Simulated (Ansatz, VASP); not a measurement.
Two plane-wave programs on Ti

```
Ti
1.0
    -1.62775    1.62775    1.62775
     1.62775   -1.62775    1.62775
     1.62775    1.62775   -1.62775
Ti
1
Direct
  0.00000 0.00000 0.00000
```

This isn't the form of Ti at room conditions, which is hcp.

Alike in both runs: functional PBE; k mesh 18 × 18 × 18; occupations gaussian, width 0.1 eV; no spin polarisation.

Ansatz relaxed the structure, and its values are those at the end. VASP's run is a single point on that final structure, the one shown.

|  | VASP | Ansatz |
| --- | --- | --- |
| version | VASP 6.6.1 | Ansatz 0.2.0 |
| potentials or method | VASP PAW PBE potentials, release 64 (Ti_sv) | scalar-relativistic, plane waves, PAW |
| plane-wave cutoff (eV) | 520 | 420 |
| valence electrons in the cell | 12 | 12 |

|  | VASP | Ansatz | Ansatz less VASP |
| --- | --- | --- | --- |
| gap on the k mesh at the Fermi level (eV) | none | none | - |
| pressure (GPa) | -0.2 | 0.0 | +0.25 |

A gap of «none» marks a metal or a gap that the smearing closes. With one functional, cell and mesh, what is left measures potentials, basis and numerics.
